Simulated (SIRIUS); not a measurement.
Zn: equation of state with PBEsol

Crystal: Zn.

```
Zn
1.0
     2.67000    0.00000    0.00000
    -1.33500    2.31229    0.00000
     0.00000    0.00000    4.96600
Zn
2
Direct
  0.66667 0.33333 0.75000
  0.33333 0.66667 0.25000
```

```json
{
 "Program": "SIRIUS 7.12.0",
 "Task": "equation of state",
 "Functional": "PBEsol",
 "Potentials or basis": "all-electron FP-LAPW",
 "Cutoff": "167 eV",
 "Basis": "apw+lo standard",
 "k mesh": "11 × 11 × 6",
 "Occupations": "fermi-dirac, width 0.05 eV",
 "Spin": "no spin polarisation"
}
```

The equilibrium volume is 14.19 Å³/atom (rough: see the caveat). The bulk modulus at fixed shape and positions is 91 GPa (rough).

Energy against volume, from the lowest point:
| volume (Å³/atom) | energy (meV/atom) |
| --- | --- |
| 14.410 | 0.00 |
| 14.716 | 4.06 |
| 15.023 | 11.36 |
| 15.330 | 21.41 |
| 15.636 | 33.45 |
| 15.943 | 47.59 |
| 16.249 | 63.81 |

All runs of the series together: 3.8 min on 1 thread of Arm Neoverse V2, with other jobs on the host.

Caveat: the minimum lies outside the volumes run; the cell was scaled at fixed shape and fractional positions, which overstates the stiffness of a crystal with free parameters, most of all of layers and chains.
